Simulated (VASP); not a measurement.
# AlN (P6_3mc) in VASP: a series of runs

One crystal, AlN, is run at these levels: PBE+D3(BJ); tasks: single point, relaxation of cell and atoms.

Program: VASP 6.6.1. These are calculated values, not measurements. Logs are shortened: lines on timing, memory, paths and dates and some standing lists are left out, and cuts for length are marked.

**The experiment to reproduce.**

From “Self-assembly of well-separated AlN nanowires directly on sputtered metallic TiN films”, 2019, arxiv:1910.07391, for a bulk crystal of AlN at 10 K: band gap 6.034 eV (an exciton energy, a little under the gap).

The runs below are set against these values where they give the same quantity.

### 1 Starting point

It takes space group P6_3mc (No. 186, hexagonal). Conventional cell: a = 3.109 Å, b = 3.109 Å, c = 4.978 Å, α = 90.00°, β = 90.00°, γ = 120.00°. Al (site symmetry 3m) has 4 N at 1.89 to 1.90 Å as nearest neighbours. Around N (site symmetry 3m) lie 4 Al at 1.89 to 1.90 Å.

### 2 Single point, PBE+D3(BJ)

INCAR reads:

```
ALGO     = Fast           # electronic algorithm
EDIFF    = 1E-6           # SCF threshold, eV
ENCUT    = 520            # plane-wave cutoff, eV
GGA      = PE             # functional
ISIF     = 2              # what is computed and relaxed
ISMEAR   = 0              # smearing method
IVDW     = 12             # dispersion correction
LASPH    = T              # aspherical terms in the spheres
LCHARG   = F              # write CHGCAR
LREAL    = F              # projectors in reciprocal space
LWAVE    = F              # write WAVECAR
NBANDS   = 16             # bands
NELM     = 100            # most SCF steps
PREC     = Accurate       # precision mode
SIGMA    = 0.01           # smearing width, eV
```

KPOINTS reads:

```
k-points
0
Gamma
  6 6 4
```

POSCAR reads:

```
AlN
1.0
    3.1093859120      0.0000000000      0.0000000000
   -1.5546929560      2.6928071899      0.0000000000
    0.0000000000      0.0000000000      4.9779031874
Al N
2 2
Direct
    0.3333333333      0.6666666667     -0.0009611996
    0.6666666667      0.3333333333      0.4990388004
    0.3333333333      0.6666666667      0.3809611996
    0.6666666667      0.3333333333      0.8809611996
```

Potentials or basis: VASP PAW PBE potentials, release 64 (Al, N).

Started as:

```console
cat potpaw_PBE.64/Al/POTCAR potpaw_PBE.64/N/POTCAR > POTCAR
mpirun -np 1 vasp_std > vasp.out
```

OUTCAR:

```text
EDIFF = 1E-6
   ENCUT = 520
   GGA = PE
   ISIF = 2
   ISMEAR = 0
   IVDW = 12
   LASPH = T
   LREAL = F
   NELM = 100
   PREC = Accurate
 IVDW          = 12

 ion  position               nearest neighbor table
   1  0.333  0.667  0.999-   4 1.89   4 1.89   4 1.89   3 1.90   2 3.07   2 3.07   2 3.07   2 3.07
                             2 3.07   2 3.07
   2  0.667  0.333  0.499-   3 1.89   3 1.89   3 1.89   4 1.90   1 3.07   1 3.07   1 3.07   1 3.07
                             1 3.07   1 3.07
   3  0.333  0.667  0.381-   2 1.89   2 1.89   2 1.89   1 1.90
   4  0.667  0.333  0.881-   1 1.89   1 1.89   1 1.89   2 1.90

  LATTYP: Found a hexagonal cell.
 ALAT       =     3.1093859120
 C/A-ratio  =     1.6009280701

  Lattice vectors:

 A1 = (   3.1093859120,   0.0000000000,   0.0000000000)
 A2 = (  -1.5546929560,   2.6928071899,   0.0000000000)
 A3 = (   0.0000000000,   0.0000000000,   4.9779031874)

Analysis of symmetry for initial positions (statically):
=====================================================================
 Subroutine PRICEL returns:
 Original cell was already a primitive cell.

 Routine SETGRP: Setting up the symmetry group for a
 hexagonal supercell.

 Subroutine GETGRP returns: Found 12 space group operations
 (whereof  6 operations were pure point group operations)
 out of a pool of 24 trial point group operations.

The static configuration has the point symmetry C_3v.
 The point group associated with its full space group is C_6v.

Analysis of symmetry for dynamics (positions and initial velocities):
=====================================================================
 Subroutine PRICEL returns:
 Original cell was already a primitive cell.

 Routine SETGRP: Setting up the symmetry group for a
 hexagonal supercell.

 Subroutine GETGRP returns: Found 12 space group operations
 (whereof  6 operations were pure point group operations)
 out of a pool of 24 trial point group operations.

The dynamic configuration has the point symmetry C_3v.
 The point group associated with its full space group is C_6v.

 Subroutine INISYM returns: Found 12 space group operations
 (whereof  6 operations are pure point group operations),
 and found     1 'primitive' translations

----------------------------------------------------------------------------------------

                                     Primitive cell

  volume of cell :      41.6799

  direct lattice vectors                    reciprocal lattice vectors
     3.109385912  0.000000000  0.000000000     0.321606912  0.185679837  0.000000000
    -1.554692956  2.692807190  0.000000000     0.000000000  0.371359674  0.000000000
     0.000000000  0.000000000  4.977903187     0.000000000  0.000000000  0.200887796

  length of vectors
     3.109385912  3.109385912  4.977903187     0.371359674  0.371359674  0.200887796

  position of ions in fractional coordinates (direct lattice)
     0.333333333  0.666666667  0.999038800
     0.666666667  0.333333333  0.499038800
     0.333333333  0.666666667  0.380961200
     0.666666667  0.333333333  0.880961200

  ion indices of the primitive-cell ions
   primitive index   ion index
                 1           1
                 2           2
                 3           3
                 4           4

----------------------------------------------------------------------------------------

 KPOINTS: k-points

Automatic generation of k-mesh.
 Grid dimensions read from file:
 generate k-points for:    6    6    4

 Generating k-lattice:

  Cartesian coordinates                     Fractional coordinates (reciprocal lattice)
     0.053601152  0.030946639  0.000000000     0.166666667 -0.000000000  0.000000000
     0.000000000  0.061893279  0.000000000     0.000000000  0.166666667  0.000000000
     0.000000000  0.000000000  0.050221949     0.000000000  0.000000000  0.250000000

  Length of vectors
     0.061893279  0.061893279  0.050221949

  Shift w.r.t. Gamma in fractional coordinates (k-lattice)
     0.000000000  0.000000000  0.000000000

 Subroutine IBZKPT returns following result:
 ===========================================

 Found     21 irreducible k-points:

 Following reciprocal coordinates:
            Coordinates               Weight
  0.000000  0.000000  0.000000      1.000000
  0.166667  0.000000  0.000000      6.000000
  0.333333  0.000000  0.000000      6.000000
  0.500000  0.000000  0.000000      3.000000
  0.166667  0.166667  0.000000      6.000000
  0.333333  0.166667  0.000000     12.000000
[... 13 lines left out ...]
  0.333333  0.166667  0.500000     12.000000
  0.333333  0.333333  0.500000      2.000000
   k-points           NKPTS =     21   k-points in BZ     NKDIM =     21   number of bands    NBANDS=     16
   number of dos      NEDOS =    301   number of ions     NIONS =      4
   total plane-waves  NPLWV =  23040
   dimension x,y,z NGX =    24 NGY =   24 NGZ =   40
   dimension x,y,z NGXF=    48 NGYF=   48 NGZF=   80
   ions per type =               2   2
   NGX,Y,Z   is equivalent  to a cutoff of  12.83, 12.83, 13.36 a.u.
   NGXF,Y,Z  is equivalent  to a cutoff of  25.66, 25.66, 26.72 a.u.
 SYSTEM =  unknown system
   PREC   = accura    normal or accurate (medium, high low for compatibility)
   ISTART =      0    job   : 0-new  1-cont  2-samecut
   ICHARG =      2    charge: 1-file 2-atom 10-const
   ISPIN  =      1    spin polarized calculation?
   LNONCOLLINEAR =      F non collinear calculations
   LSORBIT =      F    spin-orbit coupling
   LASPH  =      T    aspherical Exc in radial PAW
   ENCUT  =  520.0 eV  38.22 Ry    6.18 a.u.   5.78  5.78  9.26*2*pi/ulx,y,z
   NELM   =    100;   NELMIN=  2; NELMDL= -5     # of ELM steps
   EDIFF  = 0.1E-05   stopping-criterion for ELM
   LREAL  =      F    real-space projection
   EDIFFG = 0.1E-04   stopping-criterion for IOM
   NSW    =      0    number of steps for IOM
   IBRION =     -1    ionic relax: 0-MD 1-quasi-New 2-CG
   NFREE  =      0    steps in history (QN), initial steepest desc. (CG)
   ISIF   =      2    stress and relaxation
   ISYM   =      2    0-nonsym 1-usesym 2-fastsym
   POTIM  = 0.5000    time-step for ionic-motion
   TEBEG  =    0.0;   TEEND  =   0.0 temperature during run
   PSTRESS=    0.0 pullay stress
   NELECT =      16.0000    total number of electrons
   NUPDOWN=      -1.0000    fix difference up-down
   EMIN   =  10.00;   EMAX   =-10.00  energy-range for DOS
   EFERMI =   0.00;   METHOD = LEGACY
   ISMEAR =     0;   SIGMA  =   0.01  broadening in eV -4-tet -1-fermi 0-gaus
   EFERMI_NEDOS =   21; number of points for ismear=-14 and -15
   IALGO  =     68    algorithm
   IMIX   =      4    mixing-type and parameters
     AMIX     =   0.40;   BMIX     =  1.00
     AMIX_MAG =   1.60;   BMIX_MAG =  1.00
  volume/ion in A,a.u.               =      10.42        70.32
  Fermi-wavevector in a.u.,A,eV,Ry     =   1.189797  2.248390 19.260624  1.415616
  Thomas-Fermi vector in A             =   2.325896
   LORBIT       =      0    0 simple, 1 ext, 2 COOP (PROOUT), +10 PAW based schemes
   GGA     = PE    functional components
   LHFCALC =     F    Hartree Fock is set to
   AEXX    =    0.0000 exact exchange contribution
   IVDW    =    12    specifies the selected vdW correction
   LEPSILON=     F    determine dielectric tensor
   LRPA    =     F    only Hartree local field effects (RPA)
 non-spin polarized calculation
 RMM-DIIS sequential band-by-band and
 Gauss-broadening in eV      SIGMA  =   0.01
  energy-cutoff  :      520.00
  volume of cell :       41.68
 maximum number of plane-waves:      1152
 NGX is ok and might be reduce to    24
   NGX = 11   NGY = 11   NGZ = 19

 number of electron      15.9999996 magnetization

 Free energy of the ion-electron system (eV)
  ---------------------------------------------------
  ext. energy  EPLUGINS =         0.00000000
  ---------------------------------------------------
  free energy    TOTEN  =       -29.76831143 eV

  energy without entropy =      -29.76831143  energy(sigma->0) =      -29.76831143

 E-fermi :   6.2448     XC(G=0): -10.9195

 val. band max:        6.1801046690   @ k =   0.0000   0.0000   0.0000
 cond. band min:      10.4017395993   @ k =   0.0000   0.0000   0.0000
 fundamental gap:      4.2216349304
 Fermi energy:         6.2447544756

 k-point     1 :       0.0000    0.0000    0.0000
  band No.  band energies     occupation
      1      -9.0260      2.00000
      2      -6.8720      2.00000
      3       0.1736      2.00000
      4       5.3068      2.00000
      5       5.3068      2.00000
      6       5.9582      2.00000
[... 8 lines left out ...]
     15      19.3301      0.00000
     16      19.3301      0.00000

 k-point     2 :       0.1667    0.0000    0.0000
  band No.  band energies     occupation
      1      -8.6785      2.00000
      2      -6.6839      2.00000
      3       0.5902      2.00000
      4       3.8885      2.00000
      5       4.6720      2.00000
      6       4.9149      2.00000
[... 8 lines left out ...]
     15      18.5499      0.00000
     16      18.9847      0.00000

 k-point     3 :       0.3333    0.0000    0.0000
  band No.  band energies     occupation
      1      -7.7811      2.00000
      2      -6.3507      2.00000
      3       1.6628      2.00000
      4       1.7441      2.00000
      5       2.8472      2.00000
      6       4.3253      2.00000
[... 8 lines left out ...]
     15      18.2866      0.00000
     16      20.5902      0.00000
[... 305 lines left out ...]
 k-point    20 :       0.3333    0.1667    0.5000
  band No.  band energies     occupation
      1      -6.7002      2.00000
      2      -6.7002      2.00000
      3       1.0110      2.00000
      4       1.0110      2.00000
      5       3.5424      2.00000
      6       3.5424      2.00000
[... 8 lines left out ...]
     15      19.6509      0.00000
     16      19.6509      0.00000

 k-point    21 :       0.3333    0.3333    0.5000
  band No.  band energies     occupation
      1      -6.4744      2.00000
      2      -6.4744      2.00000
      3       1.3316      2.00000
      4       1.3316      2.00000
      5       2.3050      2.00000
      6       2.3050      2.00000
[... 8 lines left out ...]
     15      20.0107      0.00000
     16      20.0107      0.00000

------------------------ aborting loop because EDIFF is reached ----------------------------------------

 Edisp (eV)   -1.07657

 E8    (eV) :    -0.4204

  FORCE on cell =-STRESS in cart. coord.  units (eV):
  Direction    XX          YY          ZZ          XY          YZ          ZX
  --------------------------------------------------------------------------------------
  -------------------------------------------------------------------------------------
  Total      -0.07423    -0.07423    -0.05615     0.00000     0.00000     0.00000
  in kB      -2.85329    -2.85329    -2.15825     0.00000     0.00000     0.00000
  external pressure =       -2.62 kB  Pullay stress =        0.00 kB

 VOLUME and BASIS-vectors are now :
 -----------------------------------------------------------------------------
  energy-cutoff  :      520.00
  volume of cell :       41.68
      direct lattice vectors                 reciprocal lattice vectors
     3.109385912  0.000000000  0.000000000     0.321606912  0.185679837  0.000000000
    -1.554692956  2.692807190  0.000000000     0.000000000  0.371359674  0.000000000
     0.000000000  0.000000000  4.977903187     0.000000000  0.000000000  0.200887796

 POSITION                                       TOTAL-FORCE (eV/Angst)
 -----------------------------------------------------------------------------------
     -0.00000      1.79520      4.97312         0.000000     -0.000000      0.000268
      1.55469      0.89760      2.48417         0.000000      0.000000      0.000268
     -0.00000      1.79520      1.89639         0.000000     -0.000000     -0.000268
      1.55469      0.89760      4.38534        -0.000000      0.000000     -0.000268
 -----------------------------------------------------------------------------------
    total drift:                               -0.000000      0.000000      0.000751

  FREE ENERGIE OF THE ION-ELECTRON SYSTEM (eV)
  ---------------------------------------------------
  free  energy   TOTEN  =       -30.8448773133 eV

  energy  without entropy=      -30.8448773133  energy(sigma->0) =      -30.84487731
```

Run time: 15 s. Hardware: 1 thread of AMD EPYC 7R13 (Zen 3), shared host; peak memory 0.13 GiB.

What came out:

* Free energy: -30.8449 eV
* Pressure: -0.3 GPa
* Band gap on the k mesh: 4.22 eV, direct
* Dispersion energy per atom: -0.269 eV

### 3 Relaxation of cell and atoms, PBE+D3(BJ)

This run uses another cell than the first one, of 10.45 Å³/atom, 1.003 times its volume.

INCAR reads:

```
SYSTEM = AlN
ALGO = Normal ; EDIFF = 1E-6
EDIFFG = -0.03 ; ENCUT = 600
GGA = PE ; IBRION = 2
ISIF = 3 ; ISMEAR = 0
IVDW = 12 ; LASPH = .TRUE.
LCHARG = .FALSE. ; LREAL = .FALSE.
LWAVE = .FALSE. ; NELM = 100
NSW = 80 ; PREC = Accurate
SIGMA = 0.01
```

KPOINTS reads:

```
k-points
0
G
  6 6 4
  0 0 0
```

POSCAR reads:

```
AlN
1.0
    3.1130000000      0.0000000000      0.0000000000
   -1.5565000000      2.6959370800      0.0000000000
    0.0000000000      0.0000000000      4.9810000000
Al N
2 2
Direct
    0.3333333333      0.6666666667      0.0000000000
    0.6666666667      0.3333333333      0.5000000000
    0.3333333333      0.6666666667      0.3800000000
    0.6666666667      0.3333333333      0.8800000000
```

Potentials or basis: VASP PAW PBE potentials, release 64 (Al, N).

Started as:

```console
cat potpaw_PBE.64/Al/POTCAR potpaw_PBE.64/N/POTCAR > POTCAR
mpirun -np 1 vasp_std > vasp.out
```

OUTCAR:

```text
SYSTEM = AlN
   EDIFF = 1E-6
   EDIFFG = -0.03
   ENCUT = 600
   GGA = PE
   IBRION = 2
   ISIF = 3
   ISMEAR = 0
   IVDW = 12
   LASPH = .TRUE.
   LREAL = .FALSE.
   NELM = 100
   NSW = 80
   PREC = Accurate
 IVDW          = 12

 ion  position               nearest neighbor table
   1  0.333  0.667  0.000-   3 1.89   4 1.89   4 1.89   4 1.89   2 3.07   2 3.07   2 3.07   2 3.07
                             2 3.07   2 3.07
   2  0.667  0.333  0.500-   4 1.89   3 1.89   3 1.89   3 1.89   1 3.07   1 3.07   1 3.07   1 3.07
                             1 3.07   1 3.07
   3  0.333  0.667  0.380-   1 1.89   2 1.89   2 1.89   2 1.89
   4  0.667  0.333  0.880-   2 1.89   1 1.89   1 1.89   1 1.89

  LATTYP: Found a hexagonal cell.
 ALAT       =     3.1130000000
 C/A-ratio  =     1.6000642467

  Lattice vectors:

 A1 = (   3.1130000000,   0.0000000000,   0.0000000000)
[... 183 lines left out ...]

------------------------ aborting loop because EDIFF is reached ----------------------------------------

 Edisp (eV)   -1.07330

 E8    (eV) :    -0.4192
[... 75 lines left out ...]
--------------------------------------- Ionic step        3  -------------------------------------------

 number of electron      15.9999999 magnetization

 Free energy of the ion-electron system (eV)
  ---------------------------------------------------
  ext. energy  EPLUGINS =         0.00000000
  ---------------------------------------------------
  free energy    TOTEN  =       -29.76979476 eV

  energy without entropy =      -29.76979476  energy(sigma->0) =      -29.76979476

 E-fermi :   6.2402     XC(G=0): -10.9266

 val. band max:        6.1780492607   @ k =   0.0000   0.0000   0.0000
 cond. band min:      10.4277638860   @ k =   0.0000   0.0000   0.0000
 fundamental gap:      4.2497146252
 Fermi energy:         6.2402029392

 k-point     1 :       0.0000    0.0000    0.0000
  band No.  band energies     occupation
      1      -9.0210      2.00000
      2      -6.8713      2.00000
      3       0.1715      2.00000
      4       5.3337      2.00000
      5       5.3337      2.00000
      6       5.9793      2.00000
      7       5.9793      2.00000
      8       6.1780      2.00000
      9      10.4278      0.00000
     10      12.8996      0.00000
     11      16.8190      0.00000
     12      17.3863      0.00000
[... 333 lines left out ...]
  FREE ENERGIE OF THE ION-ELECTRON SYSTEM (eV)
  ---------------------------------------------------
  free  energy   TOTEN  =       -30.8481158322 eV

  energy  without entropy=      -30.8481158322  energy(sigma->0) =      -30.84811583

 reached required accuracy - stopping structural energy minimisation
```

OSZICAR:

```text
N       E                     dE             d eps       ncg     rms          rms(c)
DAV:   1     0.553028254433E+02    0.55303E+02   -0.81280E+03   504   0.133E+03
DAV:   2    -0.299621130109E+02   -0.85265E+02   -0.78366E+02   708   0.247E+02
DAV:   3    -0.344799354310E+02   -0.45178E+01   -0.44977E+01   672   0.623E+01
[... 21 lines left out ...]
DAV:   2    -0.297700033542E+02    0.74330E-03   -0.37670E-03   624   0.564E-01    0.941E-02
DAV:   3    -0.297698209488E+02    0.18241E-03   -0.40765E-04   572   0.184E-01    0.319E-02
DAV:   4    -0.297697985527E+02    0.22396E-04   -0.63373E-05   620   0.739E-02    0.118E-02
DAV:   5    -0.297697951085E+02    0.34442E-05   -0.97406E-06   592   0.287E-02    0.578E-03
DAV:   6    -0.297697947629E+02    0.34568E-06   -0.10634E-06   252   0.111E-02
   3 F= -.30848116E+02 E0= -.30848116E+02  d E =-.179295E-02
```

It took 28 s on 1 thread of AMD EPYC 7R13 (Zen 3), shared host; peak memory 0.16 GiB.

Results:

* Free energy: -30.8481 eV
* Relaxed volume: 10.40 Å³/atom
* Relaxed cell: a = 3.105 Å, b = 3.105 Å, c = 4.983 Å, α = 90.00°, β = 90.00°, γ = 120.00°
* Space group after relaxing (to 0.05 Å): P6_3mc (No. 186)
* Energy gained by relaxing: 0.4 meV/atom
* Ionic steps: 3
* Pressure after relaxing: 0.0 GPa
* Largest force after relaxing: 0.012 eV/Å
* Band gap on the k mesh: 4.25 eV, direct
* Dispersion energy per atom: -0.270 eV

Forces on the atoms (eV/Å):
```
Al   0.000  0.000 -0.012
Al   0.000  0.000 -0.012
N    0.000  0.000  0.012
N    0.000  0.000  0.012
```

Step by step:
| step | energy change (eV) | largest force (eV/Å) | pressure (GPa) | volume (Å³) |
| --- | --- | --- | --- | --- |
| 1 | 0.0000 | 0.1293 | -0.91 | 41.80 |
| 2 | -0.0003 | 0.0919 | 0.84 | 41.45 |
| 3 | -0.0018 | 0.0124 | -0.04 | 41.61 |

Final structure:
```yaml
crystal:
  lattice:
    - [3.10547, 0.00000, 0.00000]
    - [-1.55273, 2.68941, 0.00000]
    - [0.00000, 0.00000, 4.98270]
  atoms:
    - { symbol: Al, position: [0.33333, 0.66667, 0.99934] }
    - { symbol: Al, position: [0.66667, 0.33333, 0.49934] }
    - { symbol: N, position: [0.33333, 0.66667, 0.38066] }
    - { symbol: N, position: [0.66667, 0.33333, 0.88066] }
```

Levels at points of the mesh, in eV from the valence-band top:
```
           k point  band 6  band 7  band 8  band 9  band 10  band 11
(0.00, 0.00, 0.00)   -0.20   -0.20    0.00    4.25     6.72    10.64
(0.50, 0.00, 0.00)   -2.07   -1.77   -0.68    5.81     5.85     8.23
(0.00, 0.00, 0.50)   -0.53   -0.53   -0.53    6.52     6.52    10.35
(0.50, 0.00, 0.50)   -1.45   -1.36   -1.36    5.33     5.33     9.29
```

A hybrid or GW would open this gap; PBE tends to underestimate it.

### 4 Against experiment

Step 2. Against the measured gap of AlN, 6.034 eV (an exciton energy, a little under the gap; 10 K; quoted in “Self-assembly of well-separated AlN nanowires directly on sputtered metallic TiN films”, 2019, arxiv:1910.07391), the calculated 4.22 eV is off by -1.81 eV. 2 values of this kind are on record (6.034 to 6.0343 eV); this one was drawn at random. The value is that of PBE+D3(BJ), without temperature or zero-point motion. Semilocal functionals fall short of measured gaps as a rule.
